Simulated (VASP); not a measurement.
# MgO (Periclase) (Fm-3m) in VASP: further runs

The runs below take MgO (Periclase) through relaxation of the atoms, relaxation of cell and atoms, with PBE, r2SCAN.

All numbers are computed with VASP 6.6.1; they aren't measurements. Logs are shortened: lines on timing, memory, paths and dates and some standing lists are left out, and cuts for length are marked.

### 1 Starting point

Symmetry: Fm-3m, No. 225, cubic system. Conventional cell: a = 4.217 Å, b = 4.217 Å, c = 4.217 Å, α = 90.00°, β = 90.00°, γ = 90.00°. Around Mg (site symmetry m-3m) lie 6 O at 2.11 Å. Around O (site symmetry m-3m) lie 6 Mg at 2.11 Å.

### 2 Relaxation of the atoms, PBE (a relaxed cell with its volume scaled by 1.06)

INCAR reads:

```
  PREC = Accurate
  ENCUT = 300
  EDIFF = 1E-7
  ISMEAR = 0
  SIGMA = 0.03
  LREAL = False
  LASPH = True
  NELM = 80
  ALGO = Fast
  ISIF = 2
  LWAVE = False
  LCHARG = False
  GGA = PE
  IBRION = 2
  NSW = 40
  EDIFFG = -0.01
```

KPOINTS reads:

```
Automatic mesh
0
Gamma
  6 6 6
```

POSCAR reads:

```
MgO                                     
1.0
    0.0000000000      2.1585319273      2.1585319273
    2.1585319273      0.0000000000      2.1585319273
    2.1585319273      2.1585319273      0.0000000000
  Mg              O             
     1     1
Direct
     0.0000000000000000    0.0000000000000000    0.0000000000000000
     0.5000000000000000    0.5000000000000000    0.5000000000000000
```

Potentials or basis: VASP PAW PBE potentials, release 64 (Mg, O_s).

Started as:

```sh
$ cat potpaw_PBE.64/Mg/POTCAR potpaw_PBE.64/O_s/POTCAR > POTCAR
$ mpirun -np 1 vasp_std > vasp.out
```

OUTCAR:

```text
PREC = Accurate
   ENCUT = 300
   EDIFF = 1E-7
   ISMEAR = 0
   LREAL = False
   LASPH = True
   NELM = 80
   ISIF = 2
   GGA = PE
   IBRION = 2
   NSW = 40
   EDIFFG = -0.01

 ion  position               nearest neighbor table
   1  0.000  0.000  0.000-   2 2.16   2 2.16   2 2.16   2 2.16   2 2.16   2 2.16
   2  0.500  0.500  0.500-   1 2.16   1 2.16   1 2.16   1 2.16   1 2.16   1 2.16

  LATTYP: Found a face centered cubic cell.
 ALAT       =     4.3170638546

  Lattice vectors:

 A1 = (   0.0000000000,   2.1585319273,   2.1585319273)
 A2 = (   2.1585319273,   0.0000000000,   2.1585319273)
 A3 = (   2.1585319273,   2.1585319273,   0.0000000000)

Analysis of symmetry for initial positions (statically):
=====================================================================
 Subroutine PRICEL returns:
 Original cell was already a primitive cell.

 Routine SETGRP: Setting up the symmetry group for a
 face centered cubic supercell.

 Subroutine GETGRP returns: Found 48 space group operations
 (whereof 48 operations were pure point group operations)
 out of a pool of 48 trial point group operations.

The static configuration has the point symmetry O_h .

Analysis of symmetry for dynamics (positions and initial velocities):
=====================================================================
 Subroutine PRICEL returns:
 Original cell was already a primitive cell.

 Routine SETGRP: Setting up the symmetry group for a
 face centered cubic supercell.

 Subroutine GETGRP returns: Found 48 space group operations
 (whereof 48 operations were pure point group operations)
 out of a pool of 48 trial point group operations.

The dynamic configuration has the point symmetry O_h .

 Subroutine INISYM returns: Found 48 space group operations
 (whereof 48 operations are pure point group operations),
 and found     1 'primitive' translations

----------------------------------------------------------------------------------------

                                     Primitive cell

  volume of cell :      20.1143

  direct lattice vectors                    reciprocal lattice vectors
     0.000000000  2.158531927  2.158531927    -0.231638918  0.231638918  0.231638918
     2.158531927  0.000000000  2.158531927     0.231638918 -0.231638918  0.231638918
[... 81 lines left out ...]
   NFREE  =      1    steps in history (QN), initial steepest desc. (CG)
   ISIF   =      2    stress and relaxation
   ISYM   =      2    0-nonsym 1-usesym 2-fastsym
   POTIM  = 0.5000    time-step for ionic-motion
   TEBEG  =    0.0;   TEEND  =   0.0 temperature during run
   PSTRESS=    0.0 pullay stress
   NELECT =       8.0000    total number of electrons
   NUPDOWN=      -1.0000    fix difference up-down
   EMIN   =  10.00;   EMAX   =-10.00  energy-range for DOS
   EFERMI =   0.00;   METHOD = LEGACY
   ISMEAR =     0;   SIGMA  =   0.03  broadening in eV -4-tet -1-fermi 0-gaus
   EFERMI_NEDOS =   21; number of points for ismear=-14 and -15
   IALGO  =     68    algorithm
   IMIX   =      4    mixing-type and parameters
     AMIX     =   0.40;   BMIX     =  1.00
     AMIX_MAG =   1.60;   BMIX_MAG =  1.00
  volume/ion in A,a.u.               =      10.06        67.87
  Fermi-wavevector in a.u.,A,eV,Ry     =   1.203935  2.275107 19.721092  1.449459
  Thomas-Fermi vector in A             =   2.339674
   LORBIT       =      0    0 simple, 1 ext, 2 COOP (PROOUT), +10 PAW based schemes
   GGA     = PE    functional components
   LHFCALC =     F    Hartree Fock is set to
   AEXX    =    0.0000 exact exchange contribution
   IVDW    =     0    specifies the selected vdW correction
   LEPSILON=     F    determine dielectric tensor
   LRPA    =     F    only Hartree local field effects (RPA)
 conjugate gradient relaxation of ions
 non-spin polarized calculation
 RMM-DIIS sequential band-by-band and
 Gauss-broadening in eV      SIGMA  =   0.03
  energy-cutoff  :      300.00
  volume of cell :       20.11
 maximum number of plane-waves:       259
 NGX is ok and might be reduce to    18
   NGX =  9   NGY =  9   NGZ =  9

 number of electron       7.9999988 magnetization

 Free energy of the ion-electron system (eV)
  ---------------------------------------------------
  ext. energy  EPLUGINS =         0.00000000
  ---------------------------------------------------
  free energy    TOTEN  =       -11.89270948 eV

  energy without entropy =      -11.89270948  energy(sigma->0) =      -11.89270948

 E-fermi :   3.0738     XC(G=0): -10.7391

 val. band max:        2.9319494383   @ k =   0.0000   0.0000   0.0000
 cond. band min:       6.9775642103   @ k =   0.0000   0.0000   0.0000
 fundamental gap:      4.0456147721
 Fermi energy:         3.0738408249

 k-point     1 :       0.0000    0.0000    0.0000
  band No.  band energies     occupation
      1     -13.9610      2.00000
      2       2.9319      2.00000
      3       2.9319      2.00000
      4       2.9319      2.00000
      5       6.9776      0.00000
      6      18.3383      0.00000
      7      18.3383      0.00000
      8      18.3383      0.00000
[... 155 lines left out ...]
 k-point    16 :      -0.3333    0.5000    0.1667
  band No.  band energies     occupation
      1     -12.5872      2.00000
      2      -0.3613      2.00000
      3       0.8669      2.00000
      4       1.3870      2.00000
      5      13.1844      0.00000
      6      13.5173      0.00000
      7      14.7670      0.00000
      8      18.4392      0.00000

------------------------ aborting loop because EDIFF is reached ----------------------------------------

  FORCE on cell =-STRESS in cart. coord.  units (eV):
  Direction    XX          YY          ZZ          XY          YZ          ZX
  --------------------------------------------------------------------------------------
  -------------------------------------------------------------------------------------
  Total       -1.0096226     -1.0096226     -1.0096226      0.0000000      0.0000000      0.0000000
  in kB      -80.4200271    -80.4200271    -80.4200271      0.0000000      0.0000000      0.0000000
  external PRESSURE =     -80.4200271 kB  Pullay stress =       0.0000000 kB

 VOLUME and BASIS-vectors are now :
 -----------------------------------------------------------------------------
  energy-cutoff  :      300.00
  volume of cell :       20.11
      direct lattice vectors                 reciprocal lattice vectors
     0.000000000  2.158531927  2.158531927    -0.231638918  0.231638918  0.231638918
     2.158531927  0.000000000  2.158531927     0.231638918 -0.231638918  0.231638918
     2.158531927  2.158531927  0.000000000     0.231638918  0.231638918 -0.231638918

 POSITION                                       TOTAL-FORCE (eV/Angst)
 -----------------------------------------------------------------------------------
      0.00000      0.00000      0.00000         0.000000      0.000000     -0.000000
      2.15853      2.15853      2.15853        -0.000000     -0.000000      0.000000
 -----------------------------------------------------------------------------------
    total drift:                               -0.000000     -0.000000     -0.000000

  FREE ENERGIE OF THE ION-ELECTRON SYSTEM (eV)
  ---------------------------------------------------
  free  energy   TOTEN  =       -11.8927094796 eV

  energy  without entropy=      -11.8927094796  energy(sigma->0) =      -11.89270948

 reached required accuracy - stopping structural energy minimisation
```

CONTCAR:

```text
MgO
   1.00000000000000
     0.0000000000000000    2.1585319272999999    2.1585319272999999
     2.1585319272999999    0.0000000000000000    2.1585319272999999
     2.1585319272999999    2.1585319272999999    0.0000000000000000
  Mg              O
     1     1
Direct
     0.0000000000000000    0.0000000000000000    0.0000000000000000
     0.5000000000000000    0.5000000000000000    0.5000000000000000

  0.00000000E+00  0.00000000E+00  0.00000000E+00
  0.00000000E+00  0.00000000E+00  0.00000000E+00
```

It took 2.4 s on 1 thread of Intel Xeon Platinum 8488C (Sapphire Rapids), shared host; peak memory 0.11 GiB.

Results:

```yaml
Free_energy: -11.8927 eV
Band_gap_on_the_k_mesh: 4.05 eV, direct
```

Final structure:
```yaml
crystal:
  lattice:
    - [0.00000, 2.15853, 2.15853]
    - [2.15853, 0.00000, 2.15853]
    - [2.15853, 2.15853, 0.00000]
  atoms:
    - { symbol: Mg, position: [0.00000, 0.00000, 0.00000] }
    - { symbol: O, position: [0.50000, 0.50000, 0.50000] }
```

Levels at points of the mesh, in eV from the valence-band top:
```csv
k point,band 2,band 3,band 4,band 5,band 6,band 7
"(0.00, 0.00, 0.00)",0.00,0.00,0.00,4.05,15.41,15.41
"(0.50, 0.00, 0.00)",-4.30,-0.57,-0.57,7.45,11.78,15.59
"(0.50, 0.50, 0.00)",-3.79,-1.25,-1.25,9.04,9.20,12.34
```

Caveat: the k mesh is coarse (spacing up to 0.42 Å⁻¹), so the values aren't converged; the cutoff is under 1.25 times the usual one of these potentials, so pressure, stress and relaxed cells hold a basis-set (Pulay) error; the relaxation stopped at its first step, so nothing moved.

(Part 1 of 2 ends here.)
